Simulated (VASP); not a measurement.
A convergence study with VASP on LiI (rock salt): one setting is varied, all else stays as given below, so the limit is that of these other settings. Each run relaxes cell and ions; the cell shown is the tightest run's result. The basis is that of the starting cell, so low cut-offs carry a Pulay error.

```
CELL_PARAMETERS angstrom
      0.00000     3.00896     3.00896
      3.00896     0.00000     3.00896
      3.00896     3.00896     0.00000
ATOMIC_POSITIONS crystal
  Li 0.00000 0.00000 0.00000
  I  0.50000 0.50000 0.50000
```

Level of theory: PBE GGA, VASP's PBE PAW potentials (set 64) (plane waves; VASP). The tightest run used: 700 eV cut-off, 7×7×7 Γ-centred mesh, Gaussian smearing of 0.050 eV, potentials Li_sv I.

The reference is ENCUT = 700, which took about 30 core-seconds. The timings are rough (shared machines, no repeats); factors under 2 mean little.

Question: Of the settings ENCUT = 250; ENCUT = 300; ENCUT = 350; ENCUT = 400; ENCUT = 450; ENCUT = 500; ENCUT = 600; ENCUT = 650; ENCUT = 700, which is the lowest that keeps the difference from the reference in relaxed volume (Å³/atom) within 0.05 from there on, and what does it cost?

Answer: ENCUT = 500; its cost over the reference is about 1/2.
| setting | difference in relaxed volume (Å³/atom) | cost over the reference |
|---|---|---|
| ENCUT = 250 | 2.128 | about 1/3 |
| ENCUT = 300 | 1.937 | about 1/4 |
| ENCUT = 350 | 1.324 | within a factor of 2 |
| ENCUT = 400 | 0.646 | about 1/3 |
| ENCUT = 450 | 0.194 | within a factor of 2 |
| ENCUT = 500 | 0.006 | about 1/2 |
| ENCUT = 600 | 0.001 | about 1/2 |
| ENCUT = 650 | 0.004 | about 1/2 |
| ENCUT = 700 | 0.000 | reference |

Left out are rungs that failed or repeat a setting and relaxations that didn't move; long series are thinned to 24 rows.

The compound is LiI in the rock salt structure.
